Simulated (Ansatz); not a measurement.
Structure: antifluorite Na2S, at its r2SCAN minimum. It is cubic, Fm-3m (No. 225); conventional cell a = 6.511 Å, 23.00 Å³ an atom. S is surrounded by 8 Na at 2.82 Å; Na is surrounded by 4 S at 2.82 Å.

```yaml
crystal:
  lattice:
    - [0.00000, 3.25543, 3.25543]
    - [3.25543, 0.00000, 3.25543]
    - [3.25543, 3.25543, 0.00000]
  atoms:
    - { symbol: S, position: [0.00000, 0.00000, 0.00000] }
    - { symbol: Na, position: [0.25000, 0.25000, 0.25000] }
    - { symbol: Na, position: [0.75000, 0.75000, 0.75000] }
```

The questions ask for values computed with Ansatz 0.2.0 on this geometry. Spin-unpolarised throughout; all numbers are computed.

Question: Is there a gap with PBE, and of what kind?

Answer: PBE gives a direct gap of 2.53 eV at Γ.

Question: What does r2SCAN give for the gap (8×8×8 mesh)?

Answer: With r2SCAN the gap is 3.09 eV and direct, at Γ. The gap differs by +0.56 eV from PBE's.

Question: Estimate the gap with HSE06 on 6×6×6.

Answer: The HSE06 gap is direct at Γ: 3.53 eV. The gap differs by +1.00 eV from PBE's.

Question: What does G0W0@PBE with 205 empty bands, a screening cutoff of 120 eV and a 4×4×4 mesh give?

Answer: 4.11 eV (the shift on the mesh added to PBE's least gap). Over the mesh points the PBE gap of 2.53 eV becomes a quasiparticle gap of 4.11 eV (direct at Γ), a change of +1.58 eV. Renormalisation factors Z lie between 0.74 and 0.81. G0W0 values are finite-basis, finite-mesh values.

Question: How do the levels compare, in gap and in cost?

Answer: Taking G0W0@PBE (205 empty bands, 120 eV, 4×4×4), 4.11 eV, as the yardstick (a computed one, not at the basis limit), PBE0 comes nearest, +0.09 eV off, at about 16 times r2SCAN's cost; G0W0 itself took about 7 times r2SCAN's cost. The others: HSE06 -0.58, r2SCAN -1.02, PBE -1.58 eV. The yardstick's own error is a tenth of an eV or more. r2SCAN covers 56 % of the step from PBE to HSE06, while HSE06 needs about 19 times r2SCAN's cost (on a coarser mesh). All these functionals give a gap of the same kind, direct.
